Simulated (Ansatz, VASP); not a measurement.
## Two plane-wave programs on MnO

```xyz
2
Lattice="0.0000 2.2512 2.2512 2.2512 0.0000 2.2512 2.2512 2.2512 0.0000" Properties=species:S:1:pos:R:3 pbc="T T T"
Mn    0.0000    0.0000    0.0000
O     2.2512    2.2512    2.2512
```

Alike in both runs: task single point; functional PBE; k mesh 10 × 10 × 10; occupations fermi-dirac, width 0.05 eV; collinear spin.

|  | VASP | Ansatz |
| --- | --- | --- |
| version | VASP 6.6.1 | Ansatz 0.2.0 |
| potentials or method | VASP PAW PBE potentials, release 64 (Mn_pv, O) | Ansatz PAW |
| plane-wave cutoff (eV) | 520 | 420 |
| valence electrons in the cell | 19 | 21 |

```tsv
	VASP	Ansatz	Ansatz less VASP
gap on the k mesh at the Fermi level (eV)	none	none	-
pressure (GPa)	-4.2	-4.3	-0.11
net moment per atom (μB)	2.42	2.42	0.000
size of the moment on the site where the two differ most (μB)	4.39	4.12	-0.267
```

Site moments also hang on the region over which each program counts them. A gap of «none» marks a metal or a gap that the smearing closes. The two sets of potentials don't hold the same shells in valence.

Caveats: a cell with one magnetic atom can't hold antiferromagnetic order, which such compounds often take; semilocal functionals often make such compounds metallic where correlation or magnetic order opens a gap, which also shifts bond lengths; the pressure holds a Pulay correction of +0.6 GPa for the finite cutoff (Ansatz).
